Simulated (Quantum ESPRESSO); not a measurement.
# MnS (P6_3mc) in Quantum ESPRESSO: phonons with LDA

Aim: the phonons of MnS with LDA.

Everything below comes from runs of Quantum ESPRESSO 7.5. Logs are shortened: lines on timing, memory, paths and dates and some standing lists are left out, and cuts for length are marked.

### 1 The crystal as given

Symmetry: P6_3mc, No. 186, hexagonal system. The conventional cell has a = 3.954 Å, b = 3.954 Å, c = 6.343 Å, α = 90.00°, β = 90.00°, γ = 120.00°. Mn (site symmetry 3m) is surrounded by 4 S at 2.36 to 2.42 Å. Around S (site symmetry 3m) lie 4 Mn at 2.36 to 2.42 Å.

The cell is a database's computed one.

### 2 Phonons, LDA, collinear spin, ferromagnetic start

The input, pw.in:

```
&CONTROL
  calculation = 'scf'
  prefix = 'pwscf'
  outdir = './tmp'
  pseudo_dir = './pseudo'
  tprnfor = .true.
  tstress = .true.
  disk_io = 'low'
/
&SYSTEM
  ibrav = 0
  celldm(1) = 8
  nat = 4
  ntyp = 2
  ecutwfc = 45
  ecutrho = 360
  nbnd = 33
  occupations = 'smearing'
  smearing = 'mp'
  degauss = 0.00999582
  nspin = 2
  starting_magnetization(1) = 0.2667
  starting_magnetization(2) = 0
/
&ELECTRONS
  conv_thr = 8d-10
  electron_maxstep = 120
  mixing_beta = 0.3
/
ATOMIC_SPECIES
Mn    54.9380 mn_lda_v1.5.uspp.F.UPF
S     32.0600 s_lda_v1.4.uspp.F.UPF
CELL_PARAMETERS alat
  0.9338971997097   0.0000000000000   0.0000000000000
 -0.4669485998667   0.8087786994732   0.0000000000000
  0.0000000000000   0.0000000000000   1.4982053103669
ATOMIC_POSITIONS crystal
Mn     0.6666666667    0.3333333333    0.4988446700
Mn     0.3333333333    0.6666666667    0.9988446700
S      0.3333333333    0.6666666667    0.6261543000
S      0.6666666667    0.3333333333    0.1261543000
K_POINTS automatic
7 7 3 0 0 0
```

The input, relax.in:

```
&CONTROL
  calculation = 'vc-relax'
  prefix = 'pwscf'
  outdir = './tmp'
  pseudo_dir = './pseudo'
  tprnfor = .true.
  tstress = .true.
  disk_io = 'low'
  nstep = 40
  forc_conv_thr = 0.0001
  etot_conv_thr = 1d-06
/
&SYSTEM
  ibrav = 0
  celldm(1) = 8
  nat = 4
  ntyp = 2
  ecutwfc = 45
  ecutrho = 360
  nbnd = 33
  occupations = 'smearing'
  smearing = 'mp'
  degauss = 0.00999582
  nspin = 2
  starting_magnetization(1) = 0.2667
  starting_magnetization(2) = 0
/
&ELECTRONS
  conv_thr = 8d-10
  electron_maxstep = 120
  mixing_beta = 0.3
/
&IONS
  ion_dynamics = 'bfgs'
/
&CELL
  cell_dynamics = 'bfgs'
  press = 0
  press_conv_thr = 0.2
/
ATOMIC_SPECIES
Mn    54.9380 mn_lda_v1.5.uspp.F.UPF
S     32.0600 s_lda_v1.4.uspp.F.UPF
CELL_PARAMETERS alat
  0.9338971997097   0.0000000000000   0.0000000000000
 -0.4669485998667   0.8087786994732   0.0000000000000
  0.0000000000000   0.0000000000000   1.4982053103669
ATOMIC_POSITIONS crystal
Mn     0.6666666667    0.3333333333    0.4988446700
Mn     0.3333333333    0.6666666667    0.9988446700
S      0.3333333333    0.6666666667    0.6261543000
S      0.6666666667    0.3333333333    0.1261543000
K_POINTS automatic
7 7 3 0 0 0
```

The input, scf2.in:

```
&CONTROL
  calculation = 'scf'
  prefix = 'pwscf'
  outdir = './tmp'
  pseudo_dir = './pseudo'
  tprnfor = .true.
  tstress = .true.
  disk_io = 'low'
/
&SYSTEM
  ibrav = 0
  celldm(1) = 8
  nat = 4
  ntyp = 2
  ecutwfc = 45
  ecutrho = 360
  nbnd = 33
  occupations = 'smearing'
  smearing = 'mp'
  degauss = 0.00999582
  nspin = 2
  starting_magnetization(1) = 0.2667
  starting_magnetization(2) = 0
/
&ELECTRONS
  conv_thr = 1d-13
  electron_maxstep = 120
  mixing_beta = 0.3
  startingpot = 'file'
  startingwfc = 'file'
/
ATOMIC_SPECIES
Mn    54.9380 mn_lda_v1.5.uspp.F.UPF
S     32.0600 s_lda_v1.4.uspp.F.UPF
CELL_PARAMETERS alat
  0.7739300097697  -0.0000000000000   0.0000000000000
 -0.3869650048849   0.6702430492117   0.0000000000000
  0.0000000000000   0.0000000000000   1.4494926011243
ATOMIC_POSITIONS crystal
Mn     0.6666666666    0.3333333332    0.4872092272
Mn     0.3333333332    0.6666666666    0.9872092272
S      0.3333333332    0.6666666666    0.6377897428
S      0.6666666666    0.3333333332    0.1377897428
K_POINTS automatic
7 7 3 0 0 0
```

The input, ph.in:

```
phonons of MnS
&INPUTPH
  prefix = 'pwscf'
  outdir = './tmp'
  tr2_ph = 1d-18
  fildyn = 'dyn'
  niter_ph = 90
  alpha_mix(1) = 0.4
/
0.0000000000 0.0000000000 0.0000000000
```

The input, dynmat.in:

```
&INPUT
  fildyn = 'dyn'
  asr = 'crystal'
  filout = 'dynmat.disp'
  fileig = 'dynmat.eig'
/
```

Potentials or basis: GBRV 1.5 LDA.

Run with:

```
$ OMP_NUM_THREADS=1 mpirun -n 4 pw.x -nk 2 -in pw.in > pw.out
$ OMP_NUM_THREADS=1 mpirun -n 4 pw.x -nk 2 -in relax.in > relax.out
$ OMP_NUM_THREADS=1 mpirun -n 4 pw.x -nk 2 -in scf2.in > scf2.out
$ OMP_NUM_THREADS=1 mpirun -n 4 ph.x -nk 2 -in ph.in > ph.out
$ OMP_NUM_THREADS=1 mpirun -n 1 dynmat.x -in dynmat.in > dynmat.out
```

pw.out:

```text
This program is part of the open-source Quantum ESPRESSO suite
     for quantum simulation of materials; please cite
[... 6 lines left out ...]
     using ibrav=0 with symmetry is DISCOURAGED, use correct ibrav instead

     K-points division:     npool     =       2
     Subspace diagonalization in iterative solution of the eigenvalue problem:
     a serial algorithm will be used

     --------------------
     sticks:   dense  smooth     PW     G-vecs:    dense   smooth      PW
     Min         696     342     99                33432    11790    1849
     Max         697     343    100                33433    11793    1856
     Sum        1393     685    199                66865    23583    3705

     Using Slab Decomposition

     bravais-lattice index     =            0
     lattice parameter (alat)  =       8.0000  a.u.
     unit-cell volume          =     579.3888 (a.u.)^3
     number of atoms/cell      =            4
     number of atomic types    =            2
     number of electrons       =        42.00
     number of Kohn-Sham states=           33
     kinetic-energy cutoff     =      45.0000  Ry
     charge density cutoff     =     360.0000  Ry
     scf convergence threshold =      8.0E-10
     mixing beta               =       0.3000
     number of iterations used =            8  plain     mixing
     Exchange-correlation=  SLA  PZ   NOGX NOGC
                           (   1   1   0   0   0   0   0)

     celldm(1)=   8.000000  celldm(2)=   0.000000  celldm(3)=   0.000000
     celldm(4)=   0.000000  celldm(5)=   0.000000  celldm(6)=   0.000000

     crystal axes: (cart. coord. in units of alat)
               a(1) = (   0.933897   0.000000   0.000000 )
               a(2) = (  -0.466949   0.808779   0.000000 )
               a(3) = (   0.000000   0.000000   1.498205 )

     reciprocal axes: (cart. coord. in units 2 pi/alat)
               b(1) = (  1.070782  0.618216 -0.000000 )
               b(2) = (  0.000000  1.236432  0.000000 )
               b(3) = (  0.000000 -0.000000  0.667465 )

     PseudoPot. # 1 for Mn read from file:
     mn_lda_v1.5.uspp.F.UPF
     Pseudo is Ultrasoft + core correction, Zval = 15.0
     Generated by new atomic code, or converted to UPF format
     Using radial grid of  859 points,  6 beta functions with:
                l(1) =   0
                l(2) =   0
                l(3) =   1
                l(4) =   1
                l(5) =   2
                l(6) =   2
     Q(r) pseudized with  8 coefficients,  rinner =    0.950   0.950   0.950
                                                       0.950   0.950

     PseudoPot. # 2 for S  read from file:
     s_lda_v1.4.uspp.F.UPF
     Pseudo is Ultrasoft + core correction, Zval =  6.0
     Generated by new atomic code, or converted to UPF format
     Using radial grid of  907 points,  6 beta functions with:
                l(1) =   0
                l(2) =   0
                l(3) =   1
                l(4) =   1
                l(5) =   2
                l(6) =   2
     Q(r) pseudized with  8 coefficients,  rinner =    1.300   1.300   1.300
                                                       1.300   1.300

     atomic species   valence    mass     pseudopotential
     Mn               15.00    54.93800     Mn( 1.00)
     S                 6.00    32.06000     S ( 1.00)

     Starting magnetic structure
     atomic species   magnetization
     Mn              0.267
     S               0.000

     12 Sym. Ops. (no inversion) found ( 6 have fractional translation)

   Cartesian axes

     site n.     atom                  positions (alat units)
         1        Mn     tau(   1) = (   0.4669486   0.2695929   0.7473717  )
         2        Mn     tau(   2) = (  -0.0000000   0.5391858   1.4964744  )
         3        S      tau(   3) = (  -0.0000000   0.5391858   0.9381077  )
         4        S      tau(   4) = (   0.4669486   0.2695929   0.1890050  )

     number of k points=    16  Methfessel-Paxton smearing, width (Ry)=  0.0100
                       cart. coord. in units 2pi/alat
        k(    1) = (   0.0000000   0.0000000   0.0000000), wk =   0.0068027
        k(    2) = (   0.0000000   0.0000000   0.2224884), wk =   0.0136054
        k(    3) = (   0.0000000   0.1766332   0.0000000), wk =   0.0408163
        k(    4) = (   0.0000000   0.1766332   0.2224884), wk =   0.0816327
        k(    5) = (   0.0000000   0.3532663   0.0000000), wk =   0.0408163
        k(    6) = (   0.0000000   0.3532663   0.2224884), wk =   0.0816327
[... 8 lines left out ...]
        k(   15) = (   0.3059376   0.5298995   0.0000000), wk =   0.0408163
        k(   16) = (   0.3059376   0.5298995   0.2224884), wk =   0.0816327

     Dense  grid:    66865 G-vectors     FFT dimensions: (  45,  45,  80)

     Smooth grid:    23583 G-vectors     FFT dimensions: (  32,  32,  54)

     Check: negative core charge=   -0.000010
     Generating pointlists ...
     new r_m :   0.2303 (alat units)  1.8426 (a.u.) for type    1
     new r_m :   0.2303 (alat units)  1.8426 (a.u.) for type    2

     Initial potential from superposition of free atoms

     starting charge      40.9998, renormalised to      42.0000
     Starting wfcs are   34 randomized atomic wfcs

     Self-consistent Calculation

     iteration #  1     ecut=    45.00 Ry     beta= 0.30
     Davidson diagonalization with overlap
     ethr =  1.00E-02,  avg # of iterations =  4.9

     total energy              =    -470.19303113 Ry
     estimated scf accuracy    <       1.49522632 Ry

     total magnetization       =     8.38 Bohr mag/cell
     absolute magnetization    =     8.38 Bohr mag/cell

     iteration #  2     ecut=    45.00 Ry     beta= 0.30
     Davidson diagonalization with overlap
     ethr =  3.56E-03,  avg # of iterations =  2.3

     total energy              =    -470.56174600 Ry
     estimated scf accuracy    <       0.17003402 Ry

     total magnetization       =     8.81 Bohr mag/cell
     absolute magnetization    =     8.81 Bohr mag/cell
[... 101 lines left out ...]
     total energy              =    -470.60069104 Ry
     estimated scf accuracy    <       0.00000003 Ry

     total magnetization       =     9.68 Bohr mag/cell
     absolute magnetization    =     9.68 Bohr mag/cell

     iteration # 12     ecut=    45.00 Ry     beta= 0.30
     Davidson diagonalization with overlap
     ethr =  6.28E-11,  avg # of iterations =  3.2

     negative rho (up, down):  0.000E+00 4.293E-04

     Magnetic moment per site  (integrated on atomic sphere of radius R)
     atom   1 (R=0.230)  charge= 12.8597  magn=  4.0160
     atom   2 (R=0.230)  charge= 12.8597  magn=  4.0160
     atom   3 (R=0.230)  charge=  4.0203  magn=  0.1365
     atom   4 (R=0.230)  charge=  4.0203  magn=  0.1365

     End of self-consistent calculation

 ------ SPIN UP ------------

          k = 0.0000 0.0000 0.0000 (  2923 PWs)   bands (ev):

   -73.7610 -73.7608 -42.8654 -42.8654 -42.8646 -42.8646 -42.8490 -42.8446
    -6.6192  -5.8526   1.4928   2.5405   2.5826   2.5826   2.7519   2.7519
     4.2485   4.2485   4.5318   4.5318   4.6860   6.6862   6.6862   7.7144
     7.7871   7.7871   8.4316  10.0847  13.0745  13.0745  13.5651  14.2975
    14.6882

          k = 0.0000 0.0000 0.2225 (  2918 PWs)   bands (ev):

   -73.7610 -73.7609 -42.8652 -42.8652 -42.8648 -42.8648 -42.8479 -42.8458
    -6.4439  -6.0622   1.6970   2.2174   2.6075   2.6075   2.6908   2.6908
     4.3403   4.3403   4.4856   4.4856   5.3173   6.6155   6.9348   6.9348
     7.4853   7.4853   9.6127  10.1008  12.9689  13.1936  13.1937  13.7281
    13.7585

          k = 0.0000 0.1766 0.0000 (  2924 PWs)   bands (ev):
[... 97 lines left out ...]
   -73.7608 -73.7608 -42.8675 -42.8674 -42.8668 -42.8660 -42.8469 -42.8461
    -5.8237  -5.6734   2.0757   2.2006   2.4848   2.5617   2.6230   2.8385
     4.1054   4.1948   4.3990   4.4013   4.7244   5.0219   5.2798   5.4478
     6.0800   6.1165  11.0814  12.4328  12.8273  13.3131  14.0159  14.5696
    15.2333

          k = 0.3059 0.5299 0.2225 (  2963 PWs)   bands (ev):

   -73.7608 -73.7608 -42.8674 -42.8674 -42.8667 -42.8663 -42.8467 -42.8463
    -5.7771  -5.7015   1.7694   1.7744   2.3976   2.4424   3.0055   3.0327
     4.2227   4.3446   4.5450   4.5635   4.8682   4.9086   5.1938   5.5840
     6.0177   6.3316  11.6701  11.6830  12.5411  13.0368  13.4531  14.0107
    15.2911

 ------ SPIN DOWN ----------

          k = 0.0000 0.0000 0.0000 (  2923 PWs)   bands (ev):

   -69.2207 -69.2204 -38.4607 -38.4607 -38.4595 -38.4595 -38.4589 -38.4526
    -6.2570  -5.5209   2.0782   4.0520   4.0701   4.0701   4.1006   4.1006
     7.6991   7.6991   8.0376   8.2070   8.2070   9.1648   9.3775   9.3775
    10.2348  10.4672  10.4672  11.2188  14.0368  14.0368  14.4204  15.2122
    15.3513

          k = 0.0000 0.0000 0.2225 (  2918 PWs)   bands (ev):

   -69.2207 -69.2205 -38.4603 -38.4603 -38.4598 -38.4598 -38.4574 -38.4542
    -6.0886  -5.7222   2.4776   3.4264   4.0678   4.0678   4.0831   4.0831
     7.8687   7.8687   8.1419   8.1419   8.5849   9.3422   9.5514   9.5514
    10.1056  10.1056  10.5249  11.0268  13.7670  14.2091  14.2092  14.4891
    14.7433

          k = 0.0000 0.1766 0.0000 (  2924 PWs)   bands (ev):
[... 97 lines left out ...]
   -69.2205 -69.2204 -38.4637 -38.4636 -38.4628 -38.4615 -38.4559 -38.4548
    -5.4914  -5.3475   2.7361   2.9702   3.3221   3.4199   3.5840   3.8285
     7.3342   7.4645   7.6634   7.8367   8.2216   8.4337   8.8899   8.9070
     9.0521   9.2816  12.4996  13.3030  13.8049  14.3306  15.0772  15.5528
    16.0771

          k = 0.3059 0.5299 0.2225 (  2963 PWs)   bands (ev):

   -69.2204 -69.2204 -38.4639 -38.4638 -38.4626 -38.4619 -38.4553 -38.4548
    -5.4480  -5.3756   2.4962   2.5133   3.1870   3.3873   4.0919   4.2292
     7.4648   7.6343   7.8944   7.9082   8.3110   8.4222   8.7104   8.7764
     9.1137   9.2053  12.8384  12.9175  13.6869  14.0470  14.3880  14.9502
    16.1463

     the Fermi energy is     7.3108 ev

!    total energy              =    -470.60069105 Ry
     estimated scf accuracy    <          5.1E-10 Ry
     smearing contrib. (-TS)   =       0.00022229 Ry
     internal energy E=F+TS    =    -470.60091334 Ry

     The total energy is F=E-TS. E is the sum of the following terms:
     one-electron contribution =    -314.18102194 Ry
     hartree contribution      =     168.06420076 Ry
     xc contribution           =     -69.48195252 Ry
     ewald contribution        =    -255.00213963 Ry

     total magnetization       =     9.68 Bohr mag/cell
     absolute magnetization    =     9.68 Bohr mag/cell

     convergence has been achieved in  12 iterations

     negative rho (up, down):  0.000E+00 4.293E-04

     Forces acting on atoms (cartesian axes, Ry/au):

     atom    1 type  1   force =     0.00000000   -0.00000000    0.01031080
     atom    2 type  1   force =     0.00000000    0.00000000    0.01031080
     atom    3 type  2   force =     0.00000000   -0.00000000   -0.01031080
     atom    4 type  2   force =     0.00000000   -0.00000000   -0.01031080

     Total force =     0.020622     Total SCF correction =     0.000031

     Computing stress (Cartesian axis) and pressure

     negative rho (up, down):  0.000E+00 4.293E-04
          total   stress  (Ry/bohr**3)                   (kbar)     P=      -38.67
  -0.00031589  -0.00000000   0.00000000          -46.47       -0.00        0.00
  -0.00000000  -0.00031589   0.00000000           -0.00      -46.47        0.00
   0.00000000   0.00000000  -0.00015690            0.00        0.00      -23.08

=------------------------------------------------------------------------------=
   JOB DONE.
=------------------------------------------------------------------------------=
```

It took 53 min on 4 MPI ranks of Intel Xeon at 2.50GHz (Skylake/Cascade Lake), shared host; peak memory 0.56 GiB.

What came out:

| Property | Result |
| --- | --- |
| Free energy | -6403.7747 eV |
| Relaxed volume | 14.26 Å³/atom |
| Relaxed cell | a = 3.276 Å, b = 3.276 Å, c = 6.136 Å, α = 90.00°, β = 90.00°, γ = 120.00° |
| Space group after relaxing (to 0.05 Å) | P6_3mc (No. 186) |
| Pressure after relaxing | -0.1 GPa |
| Band gap on the k mesh | none (metal or under the smearing width) |
| Net moment | 0.00 μB per cell |
| Absolute moment | 0.00 μB per cell |
| Valence electrons inside the program's atomic spheres | Mn 12.86; S 4.02 |
| Highest phonon frequency at Γ | 509 cm⁻¹ |
| Most unstable mode | 27i cm⁻¹ |

Step by step:
```tsv
step	energy change (eV)	largest force (eV/Å)	pressure (GPa)	volume (Å³)
1	0.0000	0.2651	-3.87	85.86
2	-0.0449	0.1816	-3.24	84.17
3	-0.0933	0.0348	-2.23	81.64
4	-0.1283	0.0936	-0.70	77.83
5	-0.1346	0.1112	-1.01	76.52
6	-0.1385	0.0997	-1.31	76.12
7	-0.1445	0.1047	-1.71	75.62
8	-0.1538	0.1235	-2.14	74.96
9	-0.1673	0.1355	-2.54	74.14
10	-0.1846	0.1264	-2.75	73.19
11	-0.2098	0.1058	-2.96	71.93
12	-0.2149	0.1242	-3.57	71.47
13	-0.2634	0.0771	-6.93	70.18
14	-0.2797	0.1511	-6.92	69.81
15	-0.2987	0.1993	-6.82	69.36
16	-0.3284	0.2229	-6.83	68.65
17	-0.3763	0.2929	-7.39	67.55
18	-0.4752	0.2385	-10.69	65.94
19	-0.6084	0.4882	-7.57	63.56
20	-0.7921	0.7148	-4.16	60.03
21	-0.8184	0.8114	5.64	56.25
22	-0.8644	0.4410	1.26	57.64
23	-0.8838	0.0828	0.30	57.82
24	-0.9025	0.1543	-0.29	57.73
25	-0.9137	0.5473	-0.53	57.41
26	-0.9266	0.3062	-0.49	57.39
27	-0.9333	0.1773	-0.28	57.25
28	-0.9372	0.0167	0.03	57.05
29	-0.9372	0.0003	0.01	57.04
30	-0.9372	0.0000	0.00	57.05
```

Final structure:
```cif
data_structure
_symmetry_space_group_name_H-M 'P 1'
_symmetry_Int_Tables_number 1
_cell_length_a 3.2764
_cell_length_b 3.2764
_cell_length_c 6.1363
_cell_angle_alpha 90.000
_cell_angle_beta 90.000
_cell_angle_gamma 120.000
_cell_volume 57.05
loop_
_atom_site_label
_atom_site_type_symbol
_atom_site_fract_x
_atom_site_fract_y
_atom_site_fract_z
_atom_site_occupancy
Mn1 Mn 0.66667 0.33333 0.48721 1
Mn2 Mn 0.33333 0.66667 0.98721 1
S1 S 0.33333 0.66667 0.63779 1
S2 S 0.66667 0.33333 0.13779 1
```

Levels at points of the mesh, in eV from the Fermi level:
Spin up:
| k point | band 17 | band 18 | band 19 | band 20 | band 21 | band 22 | band 23 | band 24 | band 25 | band 26 |
| --- | --- | --- | --- | --- | --- | --- | --- | --- | --- | --- |
| (0.00, 0.00, 0.00) | -1.14 | -1.14 | -0.99 | -0.65 | -0.65 | 2.06 | 2.06 | 2.80 | 3.83 | 3.83 |
Spin down:
```
           k point  band 17  band 18  band 19  band 20  band 21  band 22  band 23  band 24  band 25  band 26
(0.00, 0.00, 0.00)    -1.14    -1.14    -0.99    -0.65    -0.65     2.06     2.06     2.80     3.83     3.83
```

Phonon frequencies in cm⁻¹ (negative: imaginary):
| q point | frequencies |
| --- | --- |
| (0.000, 0.000, 0.000) | -27 -27 -9 -9 -9 123 390 430 430 440 440 509 |

Optical modes at Γ, degenerate ones joined:
```csv
cm⁻¹,components,symmetry,active in
27i,2,E2,Raman
123,1,B1,silent
390,1,B1,silent
430,2,E2,Raman
440,2,E1,IR and Raman
509,1,A1,IR and Raman
```

Caveat: the k mesh is coarse; the mesh is thin for the phonons of a metal; some modes are imaginary; the volume moved by over 15 % at a fixed basis, so the end points are rough; the starting moments collapsed, and a magnetic state may lie lower; semilocal functionals often make such compounds metallic where correlation or magnetic order opens a gap, which also shifts bond lengths.
